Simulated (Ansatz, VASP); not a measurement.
NaCl: VASP beside Ansatz

File INCAR:

```
SYSTEM = NaCl
ALGO = Normal ; EDIFF = 1E-8
ENCUT = 520 ; GGA = PS
ISIF = 2 ; ISMEAR = -1
LASPH = .True. ; LCHARG = .False.
LEFG = .True. ; LREAL = .False.
LWAVE = .False. ; NBANDS = 14
NELM = 100 ; PREC = Accurate
SIGMA = 0.03
```

KPOINTS

```
k-points
0
Gamma
  9 9 9
  0 0 0
```

POSCAR

```
NaCl
1.0
    2.8314000000      0.0000000000      0.0000000000
    0.0000000000      2.8314000000      0.0000000000
    0.0000000000      0.0000000000      2.8600000000
Na Cl
1 1
Direct
    0.0000000000      0.0000000000      0.0000000000
    0.5000000000      0.5000000000      0.5000000000
```

Input for Ansatz:

```yaml
crystal:
  lattice:
    - [2.8314, 0.0, 0.0]
    - [0.0, 2.8314, 0.0]
    - [0.0, 0.0, 2.86]
  atoms:
    - { symbol: Na, position: [0.0, 0.0, 0.0] }
    - { symbol: Cl, position: [0.5, 0.5, 0.5] }
kpoints:
  mp_grid: { grid: [9, 9, 9] }
scf:
  occupations: { method: fermi_dirac, width: 0.03 }
hamiltonian:
  xc: pbesol
  pseudopotentials: { kind: paw }
output:
  forces: true
  stress: true
  eigenvalues: true
  efg: { contact_densities: true }
```

Change from the starting cell: equal xx and yy strain of -1 %, PAW files.

Alike in both runs: task electric field gradients; functional PBEsol; k mesh 9 × 9 × 9; occupations fermi-dirac, width 0.03 eV; no spin polarisation.

```csv
,VASP,Ansatz
version,VASP 6.6.1,Ansatz 0.2.0
potentials or method,"VASP PAW PBE potentials, release 64 (Na_pv, Cl)","PAW with Ansatz's default frozen-core files, scalar-relativistic"
plane-wave cutoff (eV),520,420
valence electrons in the cell,14,16
```

Ansatz gave:

- gap on the k mesh at the Fermi level (eV): 4.37
- pressure (GPa): 64.5
- largest component of the traceless stress (GPa): 1.78
- Vzz of the field gradient on the site that differs most (V/Å²): 5.9

**Question.** What did VASP give for the same quantities?

**Answer.** gap on the k mesh at the Fermi level (eV): 4.43; pressure (GPa): 65.2; largest component of the traceless stress (GPa): 1.77; Vzz of the field gradient on the site that differs most (V/Å²): 5.7.

The two sets of potentials don't hold the same shells in valence.

Caveats: the cell as given lies far from equilibrium; so large a pressure means that the cell lies far from this level's equilibrium, or that cutoff or potentials fall short (VASP); the potentials were made for another functional, which shifts forces and pressure (VASP); an odd mesh through Γ misses points on the zone boundary, where band edges often lie.
